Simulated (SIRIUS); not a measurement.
# I: single point with PBEsol

The system is I.

```
CELL_PARAMETERS angstrom
3.63503 -2.39502 0.00000
3.63503 2.39502 0.00000
0.00000 0.00000 9.79344
ATOMIC_POSITIONS crystal
I 0.64930 0.35070 0.38440
I 0.14930 0.85070 0.11560
I 0.35070 0.64930 0.61560
I 0.85070 0.14930 0.88440
```

```json
{
 "Program": "SIRIUS 7.12.0",
 "Task": "single point",
 "Functional": "PBEsol",
 "Potentials or basis": "all-electron FP-LAPW",
 "Cutoff": "161 eV",
 "Basis": "apw+lo standard",
 "k mesh": "7 × 7 × 3",
 "Occupations": "fermi-dirac, width 0.05 eV",
 "Spin": "no spin polarisation",
 "Muffin tin radii": "I 2.44 bohr",
 "Basis cutoff (gk_cutoff)": "3.44 1/bohr",
 "Cutoff of density and potential (pw_cutoff)": "20 1/bohr",
 "lmax of the basis": "10",
 "lmax of density and potential": "8",
 "Valence relativity": "iora",
 "Core states": "I 1s2s2p3s3p3d",
 "Local orbitals (radial functions)": "I 14",
 "Reference energy of the basis": "0.08 Ha",
 "Smallest sphere radius times basis cutoff": "8.39",
 "Start of the SCF": "LDA density"
}
```

```yaml
Largest_force: 0.766 eV/Å
Band_gap_on_the_k_mesh: 1.28 eV, indirect (least direct gap 1.37 eV)
All_electrons_inside_the_program's_atomic_spheres: I 50.36 (radii I 2.44 bohr)
```

Forces on the atoms (eV/Å):
```
I    0.000 -0.336 -0.689
I    0.000 -0.336  0.689
I    0.000  0.336  0.689
I    0.000  0.336 -0.689
```

Levels at points of the mesh, in eV from the valence-band top:
| k point | band 46 | band 47 | band 48 | band 49 | band 50 | band 51 | band 52 | band 53 | band 54 | band 55 |
| --- | --- | --- | --- | --- | --- | --- | --- | --- | --- | --- |
| (0.00, 0.00, 0.00) | -1.13 | -1.13 | -0.55 | -0.06 | 0.00 | 1.37 | 2.21 | 5.12 | 5.17 | 5.35 |

Wall time 6 min on 2 threads of Arm Neoverse V1, on a shared host, peak memory 1.2 GiB.

Caveat: spin-orbit coupling is left out, which moves the levels of the heavy elements; an odd mesh through Γ misses points on the zone boundary, where band edges often lie. Expect the measured gap to be larger: semilocal functionals such as PBEsol lack the derivative discontinuity.
